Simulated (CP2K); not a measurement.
# Sb (Pm-3m) in CP2K: notebook

The runs below take Sb through single point, equation of state, with LDA.

Everything below comes from runs of CP2K 2026.2. Logs are shortened: lines on timing, memory, paths and dates and some standing lists are left out, and cuts for length are marked.

## Step 1: Starting point

It takes space group Pm-3m (No. 221, cubic). Conventional cell: a = 3.160 Å, b = 3.160 Å, c = 3.160 Å, α = 90.00°, β = 90.00°, γ = 90.00°. Around Sb (site symmetry m-3m) lie 6 Sb at 3.16 Å.

This isn't the form of Sb at room conditions, which is rhombohedral.

## Step 2: Single point, LDA, 31.55 Å³/atom

The input, sb_eos.inp:

```
&GLOBAL
  PROJECT sb_eos
  RUN_TYPE ENERGY_FORCE
  PRINT_LEVEL LOW
&END GLOBAL
&FORCE_EVAL
  METHOD QS
  STRESS_TENSOR ANALYTICAL
  &DFT
    BASIS_SET_FILE_NAME BASIS_MOLOPT_UZH
    POTENTIAL_FILE_NAME GTH_POTENTIALS
    &MGRID
      CUTOFF 450
      REL_CUTOFF 60
      NGRIDS 5
    &END MGRID
    &QS
      METHOD GPW
      EPS_DEFAULT 1.0E-9
    &END QS
    &KPOINTS
      SCHEME MONKHORST-PACK 8 8 8
      GAMMA_CENTERED T
      SYMMETRY T
      SYMMETRY_BACKEND SPGLIB
    &END KPOINTS
    &SCF
      SCF_GUESS ATOMIC
      EPS_SCF 1.0E-6
      MAX_SCF 100
      ADDED_MOS 8
      CHOLESKY OFF
      EPS_EIGVAL 1.0E-7
      &DIAGONALIZATION ON
        ALGORITHM STANDARD
      &END DIAGONALIZATION
      &MIXING ON
        METHOD BROYDEN_MIXING
        ALPHA 0.4
        BETA 1.5
        NBUFFER 8
      &END MIXING
      &SMEAR ON
        METHOD FERMI_DIRAC
        ELECTRONIC_TEMPERATURE 580.23
      &END SMEAR
    &END SCF
    &XC
      &XC_FUNCTIONAL
        &LDA_X
        &END LDA_X
        &LDA_C_PW
        &END LDA_C_PW
      &END XC_FUNCTIONAL
    &END XC
    &PRINT
      &KPOINTS ON
      &END KPOINTS
      &MULLIKEN ON
      &END MULLIKEN
      &MO ON
        ENERGIES T
        OCCUPATION_NUMBERS T
        &EACH
          QS_SCF 0
        &END EACH
        ADD_LAST NUMERIC
      &END MO
    &END PRINT
  &END DFT
  &SUBSYS
    &CELL
      ABC 3.1600000000 3.1600000000 3.1600000000
      ALPHA_BETA_GAMMA 90.0000000000 90.0000000000 90.0000000000
      PERIODIC XYZ
    &END CELL
    &COORD
      SCALED
      Sb  0.0000000000 0.0000000000 0.0000000000
    &END COORD
    &KIND Sb
      BASIS_SET TZVP-MOLOPT-PBE-GTH-q5
      POTENTIAL GTH-PADE-q5
    &END KIND
    &PRINT
      &ATOMIC_COORDINATES ON
      &END ATOMIC_COORDINATES
      &CELL ON
      &END CELL
    &END PRINT
  &END SUBSYS
  &PRINT
    &FORCES ON
    &END FORCES
    &STRESS_TENSOR ON
    &END STRESS_TENSOR
  &END PRINT
&END FORCE_EVAL
```

Potentials or basis: GTH_POTENTIALS Sb GTH-PADE-q5; TZVP-MOLOPT-PBE-GTH basis.

Command:

```sh
$ OMP_NUM_THREADS=1 cp2k.psmp -i sb_eos.inp -o sb_eos.out
```

sb_eos.out:

```text

 CP2K| version string:                                       CP2K version 2026.2
 CP2K| Input file name                                                sb_eos.inp

 GLOBAL| Force Environment number                                              1
 GLOBAL| Basis set file name                                    BASIS_MOLOPT_UZH
 GLOBAL| Potential file name                                      GTH_POTENTIALS
 GLOBAL| MM Potential file name                                     MM_POTENTIAL
 GLOBAL| Coordinate file name                                      __STD_INPUT__
 GLOBAL| Method name                                                        CP2K
 GLOBAL| Project name                                                     sb_eos
 GLOBAL| Run type                                                   ENERGY_FORCE
 GLOBAL| FFT library                                                       FFTW3
[... 6 lines left out ...]
 GLOBAL| Total number of message passing processes                             1
 GLOBAL| Number of threads for this process                                    1
 GLOBAL| CPU model name                          Intel(R) Xeon(R) Platinum 8488C

 CELL| Volume [angstrom^3]:                                            31.554496
 CELL| Vector a [angstrom]:       3.160     0.000     0.000   |a| =     3.160000
 CELL| Vector b [angstrom]:       0.000     3.160     0.000   |b| =     3.160000
 CELL| Vector c [angstrom]:       0.000     0.000     3.160   |c| =     3.160000
 CELL| Angle (b,c), alpha [degree]:                                    90.000000
 CELL| Angle (a,c), beta  [degree]:                                    90.000000
 CELL| Angle (a,b), gamma [degree]:                                    90.000000
 CELL| Numerically orthorhombic:                                             YES
 CELL| Periodicity                                                           XYZ

 CELL_REF| Volume [angstrom^3]:                                        31.554496
 CELL_REF| Vector a [angstrom     3.160     0.000     0.000   |a| =     3.160000
 CELL_REF| Vector b [angstrom     0.000     3.160     0.000   |b| =     3.160000
 CELL_REF| Vector c [angstrom     0.000     0.000     3.160   |c| =     3.160000
 CELL_REF| Angle (b,c), alpha [degree]:                                90.000000
 CELL_REF| Angle (a,c), beta  [degree]:                                90.000000
 CELL_REF| Angle (a,b), gamma [degree]:                                90.000000
 CELL_REF| Numerically orthorhombic:                                         YES
 CELL_REF| Periodicity                                                       XYZ

[... 8 lines left out ...]
 TOTAL NUMBERS AND MAXIMUM NUMBERS

  Total number of            - Atomic kinds:                                   1
                             - Atoms:                                          1
                             - Shell sets:                                     1
                             - Shells:                                         7
                             - Primitive Cartesian functions:                  4
                             - Cartesian basis functions:                     18
                             - Spherical basis functions:                     17

  Maximum angular momentum of- Orbital basis functions:                        2
                             - Local part of the GTH pseudopotential:          0
                             - Non-local part of the GTH pseudopotential:      4

 MODULE QUICKSTEP: ATOMIC COORDINATES IN ANGSTROM

   Atom Kind Element         X             Y             Z       Z(eff)     Mass
      1    1 Sb   51      0.000000      0.000000      0.000000   5.0000 121.7600

 SCF PARAMETERS         Density guess:                                    ATOMIC
                        --------------------------------------------------------
                        max_scf:                                             100
[... 7 lines left out ...]
                        --------------------------------------------------------
                        level_shift [a.u.]:                             0.000000
                        added MOs                                         8    0
                        --------------------------------------------------------
                        Mixing method:                            BROYDEN_MIXING
                                                charge density mixing in g-space
                        --------------------------------------------------------
                        Smear method:                                FERMI_DIRAC
                        Electronic temperature [K]:                        580.2
                        Electronic temperature [a.u.]:                  1.84E-03
                        Accuracy threshold:                             1.00E-10
[... 57 lines left out ...]
  Total charge density g-space grids:          -0.0000000154

  Overlap energy of the core charge distribution:               0.00000000001037
  Self energy of the core charge distribution:                -11.95316914296094
  Core Hamiltonian energy:                                      2.35341875600917
  Hartree energy:                                               5.37120248460611
  Exchange-correlation energy:                                 -1.37411996198535
  Electronic entropic energy:                                  -0.00026597325595
  Fermi energy:                                                 0.15650659141339

  Total energy:                                                -5.60293383757009
  Total energy (extrapolated to T->0):                         -5.60280085094212

 MO| EIGENVALUES AND OCCUPATION NUMBERS FOR K POINT 1
 MO|
 MO|  Index      Eigenvalue [a.u.]        Eigenvalue [eV]             Occupation
 MO|      1              -0.093973              -2.557145               2.000000
 MO|      2               0.110439               3.005188               2.000000
 MO|      3               0.110439               3.005188               2.000000
 MO|      4               0.132630               3.609036               1.999995
 MO|      5               0.396737              10.795753               0.000000
 MO|      6               0.423423              11.521927               0.000000
 MO|      7               0.423423              11.521927               0.000000
 MO|      8               1.041939              28.352589               0.000000
 MO|      9               1.041939              28.352589               0.000000
 MO|     10               1.066459              29.019833               0.000000
 MO|     11               1.360709              37.026782               0.000000
 MO| Sum:                                                               7.999995
 MO| E(Fermi):            0.156507 a.u.          4.258761 eV

 MO| EIGENVALUES AND OCCUPATION NUMBERS FOR K POINT 2
 MO|
 MO|  Index      Eigenvalue [a.u.]        Eigenvalue [eV]             Occupation
 MO|      1              -0.127473              -3.468712               2.000000
 MO|      2               0.084739               2.305863               2.000000
 MO|      3               0.094571               2.573403               2.000000
 MO|      4               0.207702               5.651868               0.000000
 MO|      5               0.379000              10.313116               0.000000
 MO|      6               0.496413              13.508080               0.000000
 MO|      7               0.500483              13.618846               0.000000
 MO|      8               0.867180              23.597165               0.000000
 MO|      9               1.000503              27.225066               0.000000
[... 195 lines left out ...]
 MO| EIGENVALUES AND OCCUPATION NUMBERS FOR K POINT 14
 MO|
 MO|  Index      Eigenvalue [a.u.]        Eigenvalue [eV]             Occupation
 MO|      1              -0.138569              -3.770664               2.000000
 MO|      2               0.023467               0.638575               2.000000
 MO|      3               0.077932               2.120628               2.000000
 MO|      4               0.314827               8.566884               0.000000
 MO|      5               0.392746              10.687153               0.000000
 MO|      6               0.629544              17.130765               0.000000
 MO|      7               0.713523              19.415939               0.000000
 MO|      8               0.752722              20.482600               0.000000
 MO|      9               0.777583              21.159101               0.000000
 MO|     10               0.802014              21.823911               0.000000
 MO|     11               1.131112              30.779121               0.000000
 MO| Sum:                                                               6.000000
 MO| E(Fermi):            0.156507 a.u.          4.258761 eV
 MO| Band gap:            0.236896 a.u.          6.446256 eV

 [... the levels of further k-points ...]

 !-----------------------------------------------------------------------------!
                     Mulliken Population Analysis

 #  Atom  Element  Kind  Atomic population                           Net charge
       1     Sb       1          5.000000                              0.000000
 # Total charge                              5.000000                  0.000000

 !-----------------------------------------------------------------------------!

 ENERGY| Total FORCE_EVAL ( QS ) energy [hartree]             -5.602933545542736

 FORCES| Atomic forces [hartree/bohr]
 FORCES|   Atom     x               y               z               |f|
 FORCES|      1  6.84781213E-10  6.84783251E-10  6.84779006E-10   1.18607576E-09
 FORCES| Sum     6.84781213E-10  6.84783251E-10  6.84779006E-10
 FORCES| Total atomic force                                       1.18607576E-09

 STRESS| Analytical stress tensor [bar]
 STRESS|                        x                   y                   z
 STRESS|      x       -5.27708311693E+04   3.56876391251E-05   3.58155723649E-05
 STRESS|      y        3.56876391251E-05  -5.27708311693E+04   3.57131614279E-05
 STRESS|      z        3.58155723649E-05   3.57131614279E-05  -5.27708311692E+04
 STRESS| 1/3 Trace                                            -5.27708311693E+04
 STRESS| Determinant                                          -1.46954132646E+14

 STRESS| Eigenvectors and eigenvalues of the analytical stress tensor [bar]
 STRESS|                        1                   2                   3
 STRESS| Eigenvalues  -5.27708312050E+04  -5.27708312050E+04  -5.27708310978E+04
 STRESS|      x          -0.407186338384      0.707214373789      0.577968091974
 STRESS|      y          -0.409905041666     -0.706995605216      0.576311609307
 STRESS|      z           0.816196754864     -0.002245820860      0.577769689096
```

Run time: 4.9 s. Hardware: 1 thread of Intel Xeon Platinum 8488C (Sapphire Rapids), shared host; peak memory 0.26 GiB.

What came out:

* Free energy: -152.4636 eV
* Pressure: -5.3 GPa
* Band gap on the k mesh: none (metal or under the smearing width)

Caveat: the basis of atomic orbitals isn't converged, which shifts pressures, moduli and gaps.

## Step 3: Single point, LDA, 30.92 Å³/atom (volume scaled by 0.98)

sb_eos.inp, as its differences from that of step 2:

```diff
@@ -11,2 +11,3 @@
     POTENTIAL_FILE_NAME GTH_POTENTIALS
+    WFN_RESTART_FILE_NAME previous-RESTART.kp
     &MGRID
@@ -27,3 +28,3 @@
     &SCF
-      SCF_GUESS ATOMIC
+      SCF_GUESS RESTART
       EPS_SCF 1.0E-6
@@ -72,3 +73,3 @@
     &CELL
-      ABC 3.1600000000 3.1600000000 3.1600000000
+      ABC 3.1387913073 3.1387913073 3.1387913073
       ALPHA_BETA_GAMMA 90.0000000000 90.0000000000 90.0000000000
```

Potentials or basis: GTH_POTENTIALS Sb GTH-PADE-q5; TZVP-MOLOPT-PBE-GTH basis.

Command:

```sh
$ OMP_NUM_THREADS=1 cp2k.psmp -i sb_eos.inp -o sb_eos.out
```

Wall time 4 s (1 thread of Intel Xeon Platinum 8488C (Sapphire Rapids), shared host); peak memory 0.25 GiB.

The run converged. Its results:

| Property | Result |
| --- | --- |
| Free energy | -152.4827 eV |
| Pressure | -4.4 GPa |
| Band gap on the k mesh | none (metal or under the smearing width) |

Caveat: the basis of atomic orbitals isn't converged, which shifts pressures, moduli and gaps.

## Step 4: Single point, LDA, 32.19 Å³/atom (volume scaled by 1.02)

sb_eos.inp, as its differences from that of step 3:

```diff
@@ -73,3 +73,3 @@
     &CELL
-      ABC 3.1387913073 3.1387913073 3.1387913073
+      ABC 3.1809277622 3.1809277622 3.1809277622
       ALPHA_BETA_GAMMA 90.0000000000 90.0000000000 90.0000000000
```

Command:

```sh
$ OMP_NUM_THREADS=1 cp2k.psmp -i sb_eos.inp -o sb_eos.out
```

Run time: 3.5 s. Hardware: 1 thread of Intel Xeon Platinum 8488C (Sapphire Rapids), shared host; peak memory 0.25 GiB.

Results (log left out):

| Property | Result |
| --- | --- |
| Free energy | -152.4413 eV |
| Pressure | -6.0 GPa |
| Band gap on the k mesh | none (metal or under the smearing width) |

Caveat: the basis of atomic orbitals isn't converged, which shifts pressures, moduli and gaps.

## Step 5: Single point, LDA, 30.29 Å³/atom (volume scaled by 0.96)

sb_eos.inp, as its differences from that of step 4:

```diff
@@ -73,3 +73,3 @@
     &CELL
-      ABC 3.1809277622 3.1809277622 3.1809277622
+      ABC 3.1172920620 3.1172920620 3.1172920620
       ALPHA_BETA_GAMMA 90.0000000000 90.0000000000 90.0000000000
```

Command:

```sh
$ OMP_NUM_THREADS=1 cp2k.psmp -i sb_eos.inp -o sb_eos.out
```

Run time: 3.6 s. Hardware: 1 thread of Intel Xeon Platinum 8488C (Sapphire Rapids), shared host; peak memory 0.24 GiB.

The run converged. Its results:

```yaml
Free_energy: -152.4983 eV
Pressure: -3.5 GPa
Band_gap_on_the_k_mesh: none (metal or under the smearing width)
```

Caveat: the basis of atomic orbitals isn't converged, which shifts pressures, moduli and gaps.

## Step 6: Single point, LDA, 32.82 Å³/atom (volume scaled by 1.04)

sb_eos.inp, as its differences from that of step 5:

```diff
@@ -73,3 +73,3 @@
     &CELL
-      ABC 3.1172920620 3.1172920620 3.1172920620
+      ABC 3.2015837161 3.2015837161 3.2015837161
       ALPHA_BETA_GAMMA 90.0000000000 90.0000000000 90.0000000000
```

Potentials or basis: GTH_POTENTIALS Sb GTH-PADE-q5; TZVP-MOLOPT-PBE-GTH basis.

Command:

```sh
$ OMP_NUM_THREADS=1 cp2k.psmp -i sb_eos.inp -o sb_eos.out
```

Run time: 4.1 s. Hardware: 1 thread of Intel Xeon Platinum 8488C (Sapphire Rapids), shared host; peak memory 0.25 GiB.

Results (log left out):

```
Free energy            : -152.4162 eV
Pressure               : -6.7 GPa
Band gap on the k mesh : none (metal or under the smearing width)
```

Caveat: the basis of atomic orbitals isn't converged, which shifts pressures, moduli and gaps.

## Step 7: Single point, LDA, 29.66 Å³/atom (volume scaled by 0.94)

sb_eos.inp, as its differences from that of step 6:

```diff
@@ -73,3 +73,3 @@
     &CELL
-      ABC 3.2015837161 3.2015837161 3.2015837161
+      ABC 3.0954921035 3.0954921035 3.0954921035
       ALPHA_BETA_GAMMA 90.0000000000 90.0000000000 90.0000000000
```

Command:

```sh
$ OMP_NUM_THREADS=1 cp2k.psmp -i sb_eos.inp -o sb_eos.out
```

Wall time 4.9 s (1 thread of Intel Xeon Platinum 8488C (Sapphire Rapids), shared host); peak memory 0.24 GiB.

It converged, with:

```yaml
Free_energy: -152.5097 eV
Pressure: -2.4 GPa
Band_gap_on_the_k_mesh: none (metal or under the smearing width)
```

Caveat: the basis of atomic orbitals isn't converged, which shifts pressures, moduli and gaps.

## Step 8: Single point, LDA, 33.45 Å³/atom (volume scaled by 1.06)

sb_eos.inp, as its differences from that of step 7:

```diff
@@ -73,3 +73,3 @@
     &CELL
-      ABC 3.0954921035 3.0954921035 3.0954921035
+      ABC 3.2219765189 3.2219765189 3.2219765189
       ALPHA_BETA_GAMMA 90.0000000000 90.0000000000 90.0000000000
```

Command:

```sh
$ OMP_NUM_THREADS=1 cp2k.psmp -i sb_eos.inp -o sb_eos.out
```

Wall time 3.9 s (1 thread of Intel Xeon Platinum 8488C (Sapphire Rapids), shared host); peak memory 0.25 GiB.

The run converged. Its results:

* Free energy: -152.3887 eV
* Pressure: -7.3 GPa
* Band gap on the k mesh: none (metal or under the smearing width)

Caveat: the basis of atomic orbitals isn't converged, which shifts pressures, moduli and gaps.

## Step 9: Equation of state, LDA

Potentials or basis: GTH_POTENTIALS Sb GTH-PADE-q5; TZVP-MOLOPT-PBE-GTH basis.

This step only gathers the single runs of the series.

Results:

```yaml
Equilibrium_volume: "28.54 Å³/atom (rough: see the caveat)"
Bulk_modulus: 67 GPa (rough)
```

Energy against volume, from the lowest point:
```
volume (Å³/atom)  energy (meV/atom)
          29.661               0.00
          30.292              11.47
          30.923              27.02
          31.554              46.16
          32.186              68.45
          32.817              93.53
          33.448             121.04
```

Caveat: the minimum lies outside the volumes run; the basis of atomic orbitals isn't converged, which shifts pressures, moduli and gaps. The run has no spin-orbit coupling, so splittings on Sb are missing.
